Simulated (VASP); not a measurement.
# Ge2Sb2Te5 (Cm) in VASP: a series of runs, part 2 of 2

VASP 6.6.1. The steps go on from the part before.

## (4) Electron localisation function, PBE

INCAR

```
SYSTEM = Ge2Sb2Te5
ALGO     = Normal         ! electronic algorithm
EDIFF    = 1E-7           ! SCF threshold, eV
ENCUT    = 520            ! plane-wave cutoff, eV
GGA      = PE             ! functional
ISIF     = 2              ! what is computed and relaxed
ISMEAR   = 0              ! smearing method
LASPH    = .TRUE.         ! aspherical terms in the spheres
LCHARG   = .TRUE.         ! write CHGCAR
LELF     = .TRUE.         ! ELF
LREAL    = .FALSE.        ! projectors in reciprocal space
LWAVE    = .FALSE.        ! write WAVECAR
NELM     = 80             ! most SCF steps
PREC     = Accurate       ! precision mode
SIGMA    = 0.02           ! smearing width, eV
```

KPOINTS

```
k-points
0
G
  4 4 3
  0 0 0
```

POSCAR

```
Ge2Sb2Te5
1.0
    6.8391360000     -3.0660060000      0.0000000000
    6.8391360000      3.0660060000      0.0000000000
   -6.8309770000      0.0000000000      6.8476090000
Te Sb Ge
5 2 2
Direct
    0.5947020000      0.5947020000      0.3864330000
    0.7952880000      0.7952880000      0.1961120000
    0.0083240000      0.0083240000      0.0064350000
    0.2065190000      0.2065190000      0.8098030000
    0.3999590000      0.3999590000      0.5971180000
    0.9017080000      0.9017080000      0.5878730000
    0.1118700000      0.1118700000      0.4173520000
    0.2842870000      0.2842870000      0.1878300000
    0.4973430000      0.4973430000      0.0110440000
```

On the command line:

```bash
$ cat potpaw_PBE.64/Te/POTCAR potpaw_PBE.64/Sb/POTCAR potpaw_PBE.64/Ge_d/POTCAR > POTCAR
$ mpirun -np 1 vasp_std > vasp.out
```

Run time: 3.7 min. Hardware: 1 thread of Intel Xeon Platinum 8559C (Emerald Rapids), shared host; peak memory 0.59 GiB.

The run converged. Its results:

```
Free energy            : -33.5899 eV
Pressure               : -0.2 GPa
Largest force          : 0.151 eV/Å
Band gap on the k mesh : 0.06 eV, direct
```

Forces on the atoms (eV/Å):
```
Te   0.043  0.000  0.032
Te   0.076  0.000 -0.037
Te  -0.017  0.000 -0.022
Te   0.036  0.000 -0.018
Te   0.048  0.000 -0.031
Sb   0.004  0.000 -0.053
Sb   0.004  0.000  0.061
Ge  -0.150  0.000  0.018
Ge  -0.042  0.000  0.050
```

Stress tensor (GPa, compression positive):
```
-0.20  0.00 -0.12
 0.00 -0.18  0.00
-0.12  0.00 -0.08
```

Levels at points of the mesh, in eV from the valence-band top:
| k point | band 31 | band 32 | band 33 | band 34 | band 35 | band 36 | band 37 | band 38 |
| --- | --- | --- | --- | --- | --- | --- | --- | --- |
| (0.00, 0.00, 0.00) | -0.80 | -0.50 | -0.42 | -0.41 | 1.05 | 1.34 | 2.43 | 2.47 |
| (0.50, 0.00, 0.00) | -0.77 | -0.69 | -0.54 | 0.00 | 0.06 | 0.58 | 0.69 | 1.16 |
| (0.50, 0.50, 0.00) | -2.25 | -0.83 | -0.80 | -0.79 | 2.14 | 2.64 | 2.81 | 3.06 |

Caveat: spin-orbit coupling is left out, which moves the levels of the heavy elements; an odd mesh through Γ misses points on the zone boundary, where band edges often lie.

## (5) Relaxation of cell and atoms, PBEsol

INCAR

```
PREC = Accurate
ENCUT = 600
EDIFF = 1E-6
ISMEAR = 0
SIGMA = 0.02
LREAL = False
LASPH = True
NELM = 60
ALGO = Normal
ISIF = 3
LWAVE = False
LCHARG = False
GGA = PS
IBRION = 2
NSW = 60
EDIFFG = -0.01
KPAR = 4
```

KPOINTS

```
regular mesh
0
Gamma
  4 4 4
```

POSCAR is that of step 4.

Potentials or basis: VASP PAW PBE potentials, release 64 (Te, Sb, Ge_d).

On the command line:

```bash
$ cat potpaw_PBE.64/Te/POTCAR potpaw_PBE.64/Sb/POTCAR potpaw_PBE.64/Ge_d/POTCAR > POTCAR
$ mpirun -np 4 vasp_std > vasp.out
```

OUTCAR:

```text
PREC = Accurate
   ENCUT = 600
   EDIFF = 1E-6
   ISMEAR = 0
   LREAL = False
   LASPH = True
   NELM = 60
   ISIF = 3
   GGA = PS
   IBRION = 2
   NSW = 60
   EDIFFG = -0.01

 ion  position               nearest neighbor table
   1  0.595  0.595  0.386-   9 2.85   7 3.07   7 3.07   6 3.14   8 3.19
   2  0.795  0.795  0.196-   6 2.95   8 3.07   8 3.07   9 3.08   7 3.20
   3  0.008  0.008  0.006-   8 2.82   9 3.07   9 3.07   7 3.14   6 3.19
   4  0.207  0.207  0.810-   9 2.95   8 3.00   7 3.02   6 3.06
   5  0.400  0.400  0.597-   7 2.98   8 3.05   6 3.07   6 3.07   9 3.20
   6  0.902  0.902  0.588-   2 2.95   4 3.06   5 3.07   5 3.07   1 3.14   3 3.19
   7  0.112  0.112  0.417-   5 2.98   4 3.02   1 3.07   1 3.07   3 3.14   2 3.20
   8  0.284  0.284  0.188-   3 2.82   4 3.00   5 3.05   2 3.07   2 3.07   1 3.19
   9  0.497  0.497  0.011-   1 2.85   4 2.95   3 3.07   3 3.07   2 3.08   5 3.20

  LATTYP: Found a base centered monoclinic cell.
[... 327 lines left out ...]
[... ionic steps 4 to 34 ...]

--------------------------------------- Ionic step       35  -------------------------------------------

 number of electron      68.0000000 magnetization

------------------------ aborting loop because EDIFF is reached ----------------------------------------
[... 81 lines left out ...]
--------------------------------------- Ionic step       37  -------------------------------------------

 number of electron      68.0000000 magnetization

 Free energy of the ion-electron system (eV)
  ---------------------------------------------------
  ext. energy  EPLUGINS =         0.00000000
  ---------------------------------------------------
  free energy    TOTEN  =       -37.15934940 eV

  energy without entropy =      -37.15934940  energy(sigma->0) =      -37.15934940

 E-fermi :   5.8822     XC(G=0):  -9.5561

 val. band max:        5.7579436620   @ k =  -0.2500   0.2500   0.5000
 cond. band min:       6.0002387398   @ k =   0.5000  -0.0000  -0.0000
 fundamental gap:      0.2422950778
 Fermi energy:         5.8821501837

 k-point     1 :       0.0000    0.0000    0.0000
  band No.  band energies     occupation
      1     -18.7609      2.00000
      2     -18.7515      2.00000
      3     -18.7448      2.00000
      4     -18.7414      2.00000
      5     -18.7389      2.00000
      6     -18.7339      2.00000
[... 1057 lines left out ...]
  FREE ENERGIE OF THE ION-ELECTRON SYSTEM (eV)
  ---------------------------------------------------
  free  energy   TOTEN  =       -37.1593494033 eV

  energy  without entropy=      -37.1593494033  energy(sigma->0) =      -37.15934940

 reached required accuracy - stopping structural energy minimisation
```

OSZICAR:

```text
N       E                     dE             d eps       ncg     rms          rms(c)
DAV:   1     0.629105781307E+03    0.62911E+03   -0.29799E+04  2376   0.243E+03
DAV:   2     0.665815853841E+02   -0.56252E+03   -0.54887E+03  2080   0.642E+02
[... 291 lines left out ...]
  36 F= -.37159259E+02 E0= -.37159259E+02  d E =-.153193E-03
       N       E                     dE             d eps       ncg     rms          rms(c)
DAV:   1    -0.371593887542E+02   -0.12936E-03   -0.87354E-03  1952   0.457E-01    0.531E-02
DAV:   2    -0.371593731840E+02    0.15570E-04   -0.41397E-04  2672   0.142E-01    0.302E-02
DAV:   3    -0.371593512505E+02    0.21933E-04   -0.38961E-05  3048   0.437E-02    0.120E-02
DAV:   4    -0.371593493984E+02    0.18521E-05   -0.11858E-05  2536   0.208E-02    0.646E-03
DAV:   5    -0.371593494033E+02   -0.49013E-08   -0.14716E-06  1472   0.937E-03
  37 F= -.37159349E+02 E0= -.37159349E+02  d E =-.899543E-04
```

Run time: 33 min. Hardware: 4 MPI ranks of Intel Xeon 6975P-C (Granite Rapids), shared host; peak memory 0.87 GiB.

What came out:

| Property | Result |
| --- | --- |
| Free energy | -37.1593 eV |
| Relaxed volume | 30.06 Å³/atom |
| Relaxed cell | a = 7.383 Å, b = 7.383 Å, c = 9.540 Å, α = 130.73°, β = 130.73°, γ = 48.02° |
| Space group after relaxing (to 0.05 Å) | Cm (No. 8) |
| Energy gained by relaxing | 18.8 meV/atom |
| Ionic steps | 37 |
| Pressure after relaxing | 0.0 GPa |
| Largest force after relaxing | 0.009 eV/Å |
| Band gap on the k mesh | 0.24 eV, indirect (least direct gap 0.27 eV) |

Forces in eV/Å, atoms in the order of the input:
```
Te  -0.001  0.000 -0.002
Te  -0.002  0.000 -0.002
Te  -0.002  0.000  0.000
Te   0.007  0.000  0.002
Te   0.007  0.000 -0.002
Sb  -0.009  0.000  0.002
Sb  -0.004  0.000 -0.004
Ge   0.004  0.000  0.002
Ge   0.000  0.000  0.004
```

Step by step:
| step | energy change (eV) | largest force (eV/Å) | pressure (GPa) | volume (Å³) |
| --- | --- | --- | --- | --- |
| 1 | 0.0000 | 0.1434 | -2.43 | 287.17 |
| 2 | -0.0988 | 0.3719 | 1.06 | 267.49 |
| 3 | -0.1165 | 0.2528 | 0.02 | 272.74 |
| 4 | -0.1165 | 0.2467 | -0.06 | 273.03 |
| 5 | -0.1247 | 0.1833 | -0.06 | 272.32 |
| 6 | -0.1277 | 0.1211 | -0.05 | 271.55 |
| 7 | -0.1330 | 0.1032 | -0.01 | 271.04 |
| 8 | -0.1439 | 0.1128 | 0.07 | 269.51 |
| 9 | -0.1424 | 0.1467 | 0.33 | 266.43 |
| 10 | -0.1472 | 0.1269 | 0.19 | 268.12 |
| 11 | -0.1497 | 0.1277 | -0.06 | 268.91 |
| 12 | -0.1504 | 0.1292 | -0.16 | 269.40 |
| 13 | -0.1503 | 0.1341 | -0.36 | 270.36 |
| 14 | -0.1506 | 0.1315 | -0.22 | 269.78 |
| 15 | -0.1529 | 0.1204 | -0.18 | 269.58 |
| 16 | -0.1580 | 0.0890 | -0.05 | 268.98 |
| 17 | -0.1582 | 0.1193 | 0.23 | 267.78 |
| 18 | -0.1600 | 0.0904 | 0.07 | 268.41 |
| 19 | -0.1617 | 0.0871 | 0.03 | 268.79 |
| 20 | -0.1645 | 0.0754 | -0.05 | 269.93 |
| 21 | -0.1657 | 0.0539 | 0.05 | 269.72 |
| 22 | -0.1658 | 0.0530 | 0.04 | 269.74 |
| 23 | -0.1668 | 0.0465 | 0.03 | 270.00 |
| 24 | -0.1673 | 0.0492 | 0.03 | 270.25 |
| 25 | -0.1673 | 0.0527 | 0.03 | 270.35 |
| 26 | -0.1678 | 0.0391 | -0.07 | 270.82 |
| 27 | -0.1678 | 0.0382 | -0.06 | 270.85 |
| 28 | -0.1682 | 0.0258 | -0.01 | 270.65 |
| 29 | -0.1685 | 0.0206 | 0.03 | 270.47 |
| 30 | -0.1684 | 0.0304 | 0.10 | 270.11 |
| 31 | -0.1685 | 0.0222 | 0.03 | 270.36 |
| 32 | -0.1685 | 0.0227 | 0.06 | 270.32 |
| 33 | -0.1686 | 0.0236 | -0.01 | 270.61 |
| 34 | -0.1686 | 0.0237 | -0.01 | 270.61 |
| 35 | -0.1688 | 0.0147 | 0.00 | 270.58 |
| 36 | -0.1688 | 0.0108 | 0.00 | 270.56 |
| 37 | -0.1689 | 0.0091 | 0.00 | 270.56 |

Final structure:
```
Te Sb Ge
1.0
     6.74389   -3.00433   -0.03942
     6.74389    3.00433   -0.03942
    -6.77530    0.00000    6.71648
Te Sb Ge
5 2 2
Direct
  0.59439 0.59439 0.38211
  0.79985 0.79985 0.19004
  0.00541 0.00541 0.00015
  0.21330 0.21330 0.81590
  0.41075 0.41075 0.60233
  0.89194 0.89194 0.58179
  0.10920 0.10920 0.42602
  0.28528 0.28528 0.20283
  0.48987 0.48987 0.99883
```

Levels at points of the mesh, in eV from the valence-band top:
```
           k point  band 31  band 32  band 33  band 34  band 35  band 36  band 37  band 38
(0.00, 0.00, 0.00)    -0.77    -0.54    -0.49    -0.37     1.11     1.39     2.42     2.49
(0.50, 0.00, 0.00)    -0.82    -0.59    -0.44    -0.03     0.24     0.63     0.79     1.16
(0.50, 0.50, 0.00)    -2.29    -1.01    -0.97    -0.83     1.99     2.49     2.91     2.97
(0.00, 0.00, 0.50)    -0.85    -0.83    -0.59    -0.37     0.91     1.62     1.84     2.54
(0.50, 0.00, 0.50)    -0.74    -0.63    -0.55    -0.07     0.33     0.49     0.84     1.10
(0.50, 0.50, 0.50)    -0.86    -0.75    -0.65    -0.22     0.91     1.74     2.14     2.23
```

Caveat: the PAW data sets were made with another functional, which shifts forces and pressure a little; spin-orbit coupling is left out, which moves the levels of the heavy elements.

## (6) The reference run

An earlier run on the cell as given: functional PBEsol; potentials or basis VASP PAW PBE potentials, release 64 (Te, Sb, Ge_d); cutoff 520 eV; k mesh 5 × 5 × 4; occupations fermi-dirac, width 0.05 eV; no spin polarisation.

- Pressure: -2.4 GPa
- Largest force: 0.208 eV/Å
- Band gap on the k mesh: 0.25 eV, indirect (least direct gap 0.32 eV)

## (7) Overview

| task | level | potentials or basis | cell | k mesh | cutoff (eV) | smearing | ladder | gap on the mesh (eV) | pressure (GPa) | relaxed volume (Å³/atom) | largest force (eV/Å) |
| --- | --- | --- | --- | --- | --- | --- | --- | --- | --- | --- | --- |
| relaxation of cell and atoms | LDA | VASP PAW LDA potentials, release 64 (Te, Sb, Ge_d) | relaxed | 4 × 4 × 4 | 600 | gaussian 0.02 eV | gaps | 0.24 | 0.0 | 29.36 | - |
| atomic charges | PBE | VASP PAW PBE potentials, release 64 (Te, Sb, Ge_d) | as given | 4 × 4 × 3 | 520 | gaussian 0.02 eV | - | 0.06 | -0.2 | - | 0.15 |
| electron localisation function | PBE | VASP PAW PBE potentials, release 64 (Te, Sb, Ge_d) | as given | 4 × 4 × 3 | 520 | gaussian 0.02 eV | - | 0.06 | -0.2 | - | 0.15 |
| relaxation of cell and atoms | PBEsol | VASP PAW PBE potentials, release 64 (Te, Sb, Ge_d) | relaxed | 4 × 4 × 4 | 600 | gaussian 0.02 eV | gaps | 0.24 | 0.0 | 30.06 | 0.01 |
| single point | PBEsol | VASP PAW PBE potentials, release 64 (Te, Sb, Ge_d) | as given | 5 × 5 × 4 | 520 | fermi-dirac 0.05 eV | free | 0.25 | -2.4 | - | 0.21 |

Alike in all rows: no spin polarisation.

Caveats: spin-orbit coupling is left out, which moves the levels of the heavy elements; an odd mesh through Γ misses points on the zone boundary, where band edges often lie (some runs); the PAW data sets were made with another functional, which shifts forces and pressure a little (some runs).

Absolute energies hang on the potentials; compare differences alone.
